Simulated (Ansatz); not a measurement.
# Al2Pt (Fm-3m) in Ansatz: equation of state

Aim: energy against volume of Al2Pt in PBE, for its equilibrium volume and stiffness.

All numbers are computed with Ansatz 0.2.0; they aren't measurements. Logs are shortened: lines on timing, memory, paths and dates and some standing lists are left out, and cuts for length are marked.

## 1. The structure

Symmetry: Fm-3m, No. 225, cubic system. Conventional cell: a = 5.910 Å, b = 5.910 Å, c = 5.910 Å, α = 90.00°, β = 90.00°, γ = 90.00°. Pt (site symmetry m-3m) has 8 Al at 2.56 Å as nearest neighbours. Al (site symmetry -43m) has 4 Pt at 2.56 Å as nearest neighbours.

## 2. Equation of state, PBE

Potentials or basis: all-electron LAPW, scalar-relativistic.

This step only gathers the single runs of the series.

Results:

| Item | Value |
| --- | --- |
| Equilibrium volume | 17.52 Å³/atom |
| Bulk modulus | 129 GPa |
| Pressure derivative of the bulk modulus | 4.4 |

Energy against volume, from the lowest point:
```tsv
volume (Å³/atom)	energy (meV/atom)
16.170	48.55
16.514	25.98
16.858	10.86
17.202	2.43
17.546	0.00
17.890	2.97
18.234	10.79
```

Spin-orbit coupling is left out, which matters for the levels of Pt. Zero-point motion and thermal expansion aren't in these numbers.
